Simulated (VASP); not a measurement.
# Si (P6_3/mmc) in VASP: notebook

One crystal, Si, is run at these levels: PBE; tasks: relaxation of cell and atoms, relaxation of shape and atoms at fixed volume.

Everything below comes from runs of VASP 6.6.1. Logs are shortened: lines on timing, memory, paths and dates and some standing lists are left out, and cuts for length are marked.

## Step 1: The structure

The structure is hexagonal, space group P6_3/mmc (No. 194). Conventional cell: a = 2.666 Å, b = 2.666 Å, c = 4.506 Å, α = 90.00°, β = 90.00°, γ = 120.00°. Around Si (site symmetry -6m2) lie 12 Si at 2.67 to 2.73 Å.

This isn't the form of Si at room conditions, which is diamond.

## Step 2: Relaxation of cell and atoms, PBE

INCAR

```
SYSTEM = Si
ALGO = Normal ; EDIFF = 1E-6
EDIFFG = -0.01 ; ENCUT = 600
GGA = PE ; IBRION = 2
ISIF = 3 ; ISMEAR = 1
LASPH = .True. ; LCHARG = .False.
LREAL = .False. ; LWAVE = .False.
NELM = 80 ; NSW = 90
PREC = Accurate ; SIGMA = 0.1
```

KPOINTS

```
k-points
0
Gamma
  18 18 8
  0 0 0
```

POSCAR

```
Si
1.0
    2.6655775094      0.0000000000      0.0000000000
   -1.3327887547      2.3084578389      0.0000000000
    0.0000000000      0.0000000000      4.5062692700
Si
2
Direct
    0.3333333300      0.6666666700      0.2500000000
    0.6666666700      0.3333333300      0.7500000000
```

Potentials or basis: VASP PAW PBE potentials, release 64 (Si).

The run is started by

```bash
> cat potpaw_PBE.64/Si/POTCAR > POTCAR
> mpirun -np 1 vasp_std > vasp.out
```

OUTCAR:

```text
SYSTEM = Si
   EDIFF = 1E-6
   EDIFFG = -0.01
   ENCUT = 600
   GGA = PE
   IBRION = 2
   ISIF = 3
   ISMEAR = 1
   LASPH = .True.
   LREAL = .False.
   NELM = 80
   NSW = 90
   PREC = Accurate

 ion  position               nearest neighbor table
   1  0.333  0.667  0.250-   2 2.73   2 2.73   2 2.73   2 2.73   2 2.73   2 2.73
   2  0.667  0.333  0.750-   1 2.73   1 2.73   1 2.73   1 2.73   1 2.73   1 2.73

  LATTYP: Found a hexagonal cell.
 ALAT       =     2.6655775094
 C/A-ratio  =     1.6905414508

  Lattice vectors:

 A1 = (   2.6655775094,   0.0000000000,   0.0000000000)
 A2 = (  -1.3327887547,   2.3084578389,   0.0000000000)
 A3 = (   0.0000000000,   0.0000000000,   4.5062692700)

Analysis of symmetry for initial positions (statically):
=====================================================================
 Subroutine PRICEL returns:
 Original cell was already a primitive cell.

 Routine SETGRP: Setting up the symmetry group for a
 hexagonal supercell.

 Subroutine GETGRP returns: Found 24 space group operations
 (whereof 12 operations were pure point group operations)
 out of a pool of 24 trial point group operations.

The static configuration has the point symmetry D_3d.
 The point group associated with its full space group is D_6h.

Analysis of symmetry for dynamics (positions and initial velocities):
=====================================================================
 Subroutine PRICEL returns:
 Original cell was already a primitive cell.

 Routine SETGRP: Setting up the symmetry group for a
 hexagonal supercell.

 Subroutine GETGRP returns: Found 24 space group operations
 (whereof 12 operations were pure point group operations)
 out of a pool of 24 trial point group operations.

The dynamic configuration has the point symmetry D_3d.
 The point group associated with its full space group is D_6h.

 Subroutine INISYM returns: Found 24 space group operations
 (whereof 12 operations are pure point group operations),
 and found     1 'primitive' translations

----------------------------------------------------------------------------------------

                                     Primitive cell

  volume of cell :      27.7288

  direct lattice vectors                    reciprocal lattice vectors
     2.665577509  0.000000000  0.000000000     0.375153225  0.216594816  0.000000000
    -1.332788755  2.308457839  0.000000000     0.000000000  0.433189631  0.000000000
     0.000000000  0.000000000  4.506269270     0.000000000  0.000000000  0.221913059

  length of vectors
     2.665577509  2.665577509  4.506269270     0.433189631  0.433189631  0.221913059

  position of ions in fractional coordinates (direct lattice)
     0.333333330  0.666666670  0.250000000
     0.666666670  0.333333330  0.750000000

  ion indices of the primitive-cell ions
   primitive index   ion index
                 1           1
                 2           2

----------------------------------------------------------------------------------------

 KPOINTS: k-points

Automatic generation of k-mesh.
 Grid dimensions read from file:
 generate k-points for:   18   18    8

 Generating k-lattice:

  Cartesian coordinates                     Fractional coordinates (reciprocal lattice)
     0.020841846  0.012033045  0.000000000     0.055555556  0.000000000  0.000000000
     0.000000000  0.024066091  0.000000000     0.000000000  0.055555556  0.000000000
     0.000000000  0.000000000  0.027739132     0.000000000  0.000000000  0.125000000

  Length of vectors
     0.024066091  0.024066091  0.027739132

  Shift w.r.t. Gamma in fractional coordinates (k-lattice)
     0.000000000  0.000000000  0.000000000

 Subroutine IBZKPT returns following result:
 ===========================================

 Found    185 irreducible k-points:

 Following reciprocal coordinates:
            Coordinates               Weight
  0.000000  0.000000  0.000000      1.000000
  0.055556  0.000000  0.000000      6.000000
  0.111111  0.000000  0.000000      6.000000
  0.166667  0.000000  0.000000      6.000000
  0.222222  0.000000  0.000000      6.000000
  0.277778  0.000000  0.000000      6.000000
[... 16 lines left out ...]
  0.333333  0.111111  0.000000     12.000000
  0.388889  0.111111  0.000000     12.000000
 [... further k-points ...]
   k-points           NKPTS =    185   k-points in BZ     NKDIM =    185   number of bands    NBANDS=      8
   number of dos      NEDOS =    301   number of ions     NIONS =      2
   total plane-waves  NPLWV =  20736
   dimension x,y,z NGX =    24 NGY =   24 NGZ =   36
   dimension x,y,z NGXF=    48 NGYF=   48 NGZF=   72
   ions per type =               2
   NGX,Y,Z   is equivalent  to a cutoff of  14.97, 14.97, 13.28 a.u.
   NGXF,Y,Z  is equivalent  to a cutoff of  29.94, 29.94, 26.56 a.u.
 SYSTEM =  Si
   PREC   = accura    normal or accurate (medium, high low for compatibility)
   ISTART =      0    job   : 0-new  1-cont  2-samecut
[... 61 lines left out ...]

  FORCE on cell =-STRESS in cart. coord.  units (eV):
  Direction    XX          YY          ZZ          XY          YZ          ZX
  --------------------------------------------------------------------------------------
  -------------------------------------------------------------------------------------
  Total        0.4884404      0.4884404      0.6132273     -0.0000000      0.0000000      0.0000000
  in kB       28.2222583     28.2222583     35.4324903     -0.0000000      0.0000000      0.0000000
  external PRESSURE =      30.6256690 kB  Pullay stress =       0.0000000 kB

 VOLUME and BASIS-vectors are now :
 -----------------------------------------------------------------------------
  energy-cutoff  :      600.00
  volume of cell :       27.73
      direct lattice vectors                 reciprocal lattice vectors
     2.665577509  0.000000000  0.000000000     0.375153225  0.216594816  0.000000000
    -1.332788755  2.308457839  0.000000000     0.000000000  0.433189631  0.000000000
     0.000000000  0.000000000  4.506269270     0.000000000  0.000000000  0.221913059
[... 37 lines left out ...]
 POSITION                                       TOTAL-FORCE (eV/Angst)
 -----------------------------------------------------------------------------------
     -0.00000      1.55710      1.14323         0.000000      0.000000      0.000000
      1.34849      0.77855      3.42969        -0.000000     -0.000000      0.000000
 -----------------------------------------------------------------------------------
    total drift:                               -0.000000      0.000000     -0.000000

  FREE ENERGIE OF THE ION-ELECTRON SYSTEM (eV)
  ---------------------------------------------------
  free  energy   TOTEN  =        -9.8373195721 eV

  energy  without entropy=       -9.8373553926  energy(sigma->0) =       -9.83733151

--------------------------------------- Ionic step        3  -------------------------------------------

 number of electron       8.0000000 magnetization

 Free energy of the ion-electron system (eV)
  ---------------------------------------------------
  ext. energy  EPLUGINS =         0.00000000
  ---------------------------------------------------
  free energy    TOTEN  =        -9.83758876 eV

  energy without entropy =       -9.83763015  energy(sigma->0) =       -9.83760256

 E-fermi :  10.3266     XC(G=0): -11.2370

 val. band max:       10.3033974063   @ k =   0.5000   0.0000   0.0000
 cond. band min:      10.3452209443   @ k =   0.2222   0.1111   0.3750
 fundamental gap:      0.0418235380
 Fermi energy:        10.3266123662

 k-point     1 :       0.0000    0.0000    0.0000
  band No.  band energies     occupation
      1      -4.2465      2.00000
      2       2.1426      2.00000
      3       3.1345      2.00000
      4      19.1463      0.00000
      5      19.1463      0.00000
      6      20.4690      0.00000
      7      20.4690      0.00000
      8      20.7658      0.00000

 k-point     2 :       0.0556    0.0000    0.0000
  band No.  band energies     occupation
      1      -4.1640      2.00000
      2       2.2241      2.00000
      3       3.2126      2.00000
      4      17.8486      0.00000
      5      18.4539      0.00000
      6      20.1057      0.00000
      7      20.7408      0.00000
      8      21.1948      0.00000
[... 221 lines left out ...]
 k-point    23 :       0.3333    0.1111    0.0000
  band No.  band energies     occupation
      1      -0.0039      2.00000
      2       5.7341      2.00000
      3       6.3507      2.00000
      4       7.1348      2.00000
      5      11.3213     -0.00000
      6      11.8765     -0.00000
      7      12.8828      0.00000
      8      16.9562      0.00000

 k-point    24 :       0.3889    0.1111    0.0000
  band No.  band energies     occupation
      1       1.1917      2.00000
      2       4.1269      2.00000
      3       7.4817      2.00000
      4       8.2074      2.00000
      5      10.2535      1.94074
      6      11.1454     -0.00000
      7      11.3875     -0.00000
      8      16.7509      0.00000

 [... further k-points ...]
[... 5 lines left out ...]
  --------------------------------------------------------------------------------------
  -------------------------------------------------------------------------------------
  Total        0.0009411      0.0009411     -0.0030113      0.0000000      0.0000000     -0.0000000
  in kB        0.0526549      0.0526549     -0.1684780      0.0000000      0.0000000     -0.0000000
  external PRESSURE =      -0.0210561 kB  Pullay stress =       0.0000000 kB

 VOLUME and BASIS-vectors are now :
 -----------------------------------------------------------------------------
  energy-cutoff  :      600.00
  volume of cell :       28.64
      direct lattice vectors                 reciprocal lattice vectors
     2.692096784  0.000000000  0.000000000     0.371457670  0.214461186  0.000000000
    -1.346048392  2.331424205  0.000000000     0.000000000  0.428922372  0.000000000
    -0.000000000  0.000000000  4.562554881     0.000000000  0.000000000  0.219175446

 POSITION                                       TOTAL-FORCE (eV/Angst)
 -----------------------------------------------------------------------------------
     -0.00000      1.55428      1.14064         0.000000      0.000000      0.000000
      1.34605      0.77714      3.42192        -0.000000      0.000000      0.000000
 -----------------------------------------------------------------------------------
    total drift:                               -0.000000      0.000000     -0.000000

  FREE ENERGIE OF THE ION-ELECTRON SYSTEM (eV)
  ---------------------------------------------------
  free  energy   TOTEN  =        -9.8375887607 eV

  energy  without entropy=       -9.8376301455  energy(sigma->0) =       -9.83760256

 reached required accuracy - stopping structural energy minimisation
```

Run time: 43 s. Hardware: 1 thread of Intel Xeon Platinum 8259CL at 2.50GHz (Skylake/Cascade Lake), shared host; peak memory 0.18 GiB.

Results:

```yaml
Free_energy: -9.8376 eV
Relaxed_volume: 14.32 Å³/atom
Relaxed_cell: a = 2.692 Å, b = 2.692 Å, c = 4.563 Å, α = 90.00°, β = 90.00°, γ = 120.00°
Space_group_after_relaxing_to_0.05_Å: P6_3/mmc (No. 194)
Energy_gained_by_relaxing: 4.2 meV/atom
Ionic_steps: 3
Pressure_after_relaxing: 0.0 GPa
Band_gap_on_the_k_mesh: none (metal or under the smearing width)
```

Step by step:
```
step  energy change (eV)  largest force (eV/Å)  pressure (GPa)  volume (Å³)
   1              0.0000                0.0000            3.06        27.73
   2             -0.0082                0.0000           -0.50        28.81
   3             -0.0085                0.0000            0.00        28.64
```

Final structure:
```yaml
crystal:
  lattice:
    - [2.69210, 0.00000, 0.00000]
    - [-1.34605, 2.33142, 0.00000]
    - [0.00000, 0.00000, 4.56255]
  atoms:
    - { symbol: Si, position: [0.33333, 0.66667, 0.25000] }
    - { symbol: Si, position: [0.66667, 0.33333, 0.75000] }
```

## Step 3: Relaxation of cell and atoms, PBE

This run uses another cell than the first one, of 14.32 Å³/atom, 1.033 times its volume.

Changes to INCAR since step 2:

```diff
@@ -1,4 +1,4 @@
 SYSTEM = Si
-ALGO = Normal ; EDIFF = 1E-6
-EDIFFG = -0.01 ; ENCUT = 600
+ALGO = Normal ; EDIFF = 1E-7
+EDIFFG = -0.005 ; ENCUT = 600
 GGA = PE ; IBRION = 2
```

KPOINTS is that of step 2.

POSCAR

```
Si                                      
1.0
    2.6920967843      0.0000000000      0.0000000000
   -1.3460483921      2.3314242046      0.0000000000
   -0.0000000000      0.0000000000      4.5625548807
  Si            
     2
Direct
     0.3333333300000021    0.6666666699999979    0.2500000000000000
     0.6666666699999979    0.3333333300000021    0.7500000000000000
```

Potentials or basis: VASP PAW PBE potentials, release 64 (Si).

The run is started by

```bash
> cat potpaw_PBE.64/Si/POTCAR > POTCAR
> mpirun -np 1 vasp_std > vasp.out
```

It took 24 s on 1 thread of Intel Xeon Platinum 8259CL at 2.50GHz (Skylake/Cascade Lake), shared host; peak memory 0.18 GiB.

Results (log left out):

```yaml
Free_energy: -9.8376 eV
Pressure_after_relaxing: 0.0 GPa
Band_gap_on_the_k_mesh: none (metal or under the smearing width)
```

Final structure:
```
CELL_PARAMETERS angstrom
2.69210 0.00000 0.00000
-1.34605 2.33142 0.00000
0.00000 0.00000 4.56255
ATOMIC_POSITIONS crystal
Si 0.33333 0.66667 0.25000
Si 0.66667 0.33333 0.75000
```

Levels at points of the mesh, in eV from the Fermi level:
```
           k point  band 2  band 3  band 4  band 5  band 6  band 7
(0.00, 0.00, 0.00)   -8.18   -7.19    8.82    8.82   10.14   10.14
(0.50, 0.00, 0.00)   -7.68   -1.93   -1.61   -1.56   -0.02    3.67
(0.00, 0.00, 0.50)  -12.84    0.57    0.57   10.13   10.13   10.13
(0.50, 0.00, 0.50)   -6.59   -6.00   -6.00    5.16    5.16    5.64
```

Caveat: the relaxation stopped at its first step, so nothing moved.

## Step 4: Relaxation of shape and atoms at fixed volume, PBE (a relaxed cell with its volume scaled by 0.94)

INCAR

```
SYSTEM = Si
ALGO = Normal ; EDIFF = 1E-7
EDIFFG = -0.01 ; ENCUT = 600
GGA = PE ; IBRION = 2
ISIF = 4 ; ISMEAR = 1
LASPH = .True. ; LCHARG = .False.
LREAL = .False. ; LWAVE = .False.
NELM = 80 ; NSW = 40
PREC = Accurate ; SIGMA = 0.1
```

KPOINTS is that of step 3.

POSCAR

```
Si                                      
1.0
    2.6371406132      0.0000000000      0.0000000000
   -1.3185703066      2.2838307643      0.0000000000
    0.0000000000      0.0000000000      4.4694153814
  Si            
     2
Direct
     0.3333333300000021    0.6666666699999979    0.2500000000000000
     0.6666666699999979    0.3333333300000021    0.7500000000000000
```

The run is started by

```bash
> cat potpaw_PBE.64/Si/POTCAR > POTCAR
> mpirun -np 1 vasp_std > vasp.out
```

Wall time 29 s (1 thread of Intel Xeon Platinum 8259CL at 2.50GHz (Skylake/Cascade Lake), shared host); peak memory 0.17 GiB.

The run converged. Its results:

```yaml
Free_energy: -9.8057 eV
Energy_gained_by_relaxing: 0.0 meV/atom
Ionic_steps: 2
Pressure_after_relaxing: 6.3 GPa
Band_gap_on_the_k_mesh: none (metal or under the smearing width)
```

Final structure:
```
Si
1.0
     2.63624    0.00000    0.00000
    -1.31812    2.28305    0.00000
     0.00000    0.00000    4.47246
Si
2
Direct
  0.33333 0.66667 0.25000
  0.66667 0.33333 0.75000
```

Levels at points of the mesh, in eV from the Fermi level:
```csv
k point,band 1,band 2,band 3,band 4,band 5,band 6,band 7,band 8
"(0.00, 0.00, 0.00)",-15.16,-8.40,-7.62,9.37,9.37,10.55,10.55,11.07
"(0.50, 0.00, 0.00)",-8.55,-8.04,-1.96,-1.74,-1.40,-0.21,3.90,6.06
"(0.00, 0.00, 0.50)",-13.35,-13.35,0.57,0.57,10.79,10.79,10.79,10.79
"(0.50, 0.00, 0.50)",-6.84,-6.84,-6.23,-6.23,5.46,5.46,6.03,6.03
```

## Step 5: Relaxation of shape and atoms at fixed volume, PBE (a relaxed cell with its volume scaled by 0.96)

INCAR is that of step 4.

KPOINTS is that of step 4.

POSCAR

```
Si                                      
1.0
    2.6557126379      0.0000000000      0.0000000000
   -1.3278563189      2.2999146095      0.0000000000
    0.0000000000      0.0000000000      4.5008911746
  Si            
     2
Direct
     0.3333333300000021    0.6666666699999979    0.2500000000000000
     0.6666666699999979    0.3333333300000021    0.7500000000000000
```

The run is started by

```bash
> cat potpaw_PBE.64/Si/POTCAR > POTCAR
> mpirun -np 1 vasp_std > vasp.out
```

Wall time 22 s (1 thread of Intel Xeon Platinum 8259CL at 2.50GHz (Skylake/Cascade Lake), shared host); peak memory 0.17 GiB.

Results (log left out):

- Free energy: -9.8240 eV
- Pressure after relaxing: 4.0 GPa
- Band gap on the k mesh: none (metal or under the smearing width)

Final structure:
```
CELL_PARAMETERS angstrom
2.65571 0.00000 0.00000
-1.32786 2.29991 0.00000
0.00000 0.00000 4.50089
ATOMIC_POSITIONS crystal
Si 0.33333 0.66667 0.25000
Si 0.66667 0.33333 0.75000
```

Levels at points of the mesh, in eV from the Fermi level:
| k point | band 1 | band 2 | band 3 | band 4 | band 5 | band 6 | band 7 | band 8 |
| --- | --- | --- | --- | --- | --- | --- | --- | --- |
| (0.00, 0.00, 0.00) | -14.96 | -8.31 | -7.47 | 9.17 | 9.17 | 10.41 | 10.41 | 10.92 |
| (0.50, 0.00, 0.00) | -8.46 | -7.92 | -1.94 | -1.70 | -1.45 | -0.15 | 3.81 | 5.97 |
| (0.00, 0.00, 0.50) | -13.17 | -13.17 | 0.58 | 0.58 | 10.56 | 10.56 | 10.56 | 10.56 |
| (0.50, 0.00, 0.50) | -6.75 | -6.75 | -6.16 | -6.16 | 5.35 | 5.35 | 5.91 | 5.91 |

Caveat: the relaxation stopped at its first step, so nothing moved.

## Step 6: Relaxation of shape and atoms at fixed volume, PBE (a relaxed cell with its volume scaled by 0.98)

INCAR is that of step 5.

KPOINTS is that of step 5.

POSCAR

```
Si                                      
1.0
    2.6740284762      0.0000000000      0.0000000000
   -1.3370142381      2.3157765908      0.0000000000
    0.0000000000      0.0000000000      4.5319327843
  Si            
     2
Direct
     0.3333333300000021    0.6666666699999979    0.2500000000000000
     0.6666666699999979    0.3333333300000021    0.7500000000000000
```

Potentials or basis: VASP PAW PBE potentials, release 64 (Si).

The run is started by

```bash
> cat potpaw_PBE.64/Si/POTCAR > POTCAR
> mpirun -np 1 vasp_std > vasp.out
```

It took 22 s on 1 thread of Intel Xeon Platinum 8259CL at 2.50GHz (Skylake/Cascade Lake), shared host; peak memory 0.17 GiB.

Results (log left out):

```
Free energy             : -9.8343 eV
Pressure after relaxing : 1.9 GPa
Band gap on the k mesh  : none (metal or under the smearing width)
```

Final structure:
```cif
data_structure
_symmetry_space_group_name_H-M 'P 1'
_symmetry_Int_Tables_number 1
_cell_length_a 2.6740
_cell_length_b 2.6740
_cell_length_c 4.5319
_cell_angle_alpha 90.000
_cell_angle_beta 90.000
_cell_angle_gamma 120.000
_cell_volume 28.06
loop_
_atom_site_label
_atom_site_type_symbol
_atom_site_fract_x
_atom_site_fract_y
_atom_site_fract_z
_atom_site_occupancy
Si1 Si 0.33333 0.66667 0.25000 1
Si2 Si 0.66667 0.33333 0.75000 1
```

Levels at points of the mesh, in eV from the Fermi level:
| k point | band 2 | band 3 | band 4 | band 5 | band 6 | band 7 |
| --- | --- | --- | --- | --- | --- | --- |
| (0.00, 0.00, 0.00) | -8.25 | -7.33 | 8.99 | 8.99 | 10.27 | 10.27 |
| (0.50, 0.00, 0.00) | -7.79 | -1.94 | -1.65 | -1.51 | -0.08 | 3.74 |
| (0.00, 0.00, 0.50) | -13.00 | 0.58 | 0.58 | 10.34 | 10.34 | 10.34 |
| (0.50, 0.00, 0.50) | -6.67 | -6.08 | -6.08 | 5.26 | 5.26 | 5.77 |

Caveat: the relaxation stopped at its first step, so nothing moved.

## Step 7: The runs side by side

```tsv
task	cell	gap on the mesh (eV)	pressure (GPa)
relaxation of cell and atoms	relaxed	none	0.0
relaxation of shape and atoms at fixed volume	atoms relaxed at fixed volume from: a relaxed cell with its volume scaled by 0.94	none	6.3
relaxation of shape and atoms at fixed volume	atoms relaxed at fixed volume from: a relaxed cell with its volume scaled by 0.96	none	4.0
relaxation of shape and atoms at fixed volume	atoms relaxed at fixed volume from: a relaxed cell with its volume scaled by 0.98	none	1.9
```

Alike in all rows: level PBE; potentials or basis VASP PAW PBE potentials, release 64 (Si); no spin polarisation; k mesh 18 × 18 × 8; cutoff (eV) 600; smearing methfessel-paxton 0.1 eV.

Caveats: the relaxation stopped at its first step, so nothing moved (some runs).

Total energies depend on the potentials used, so only differences within one code and one set of settings carry meaning.
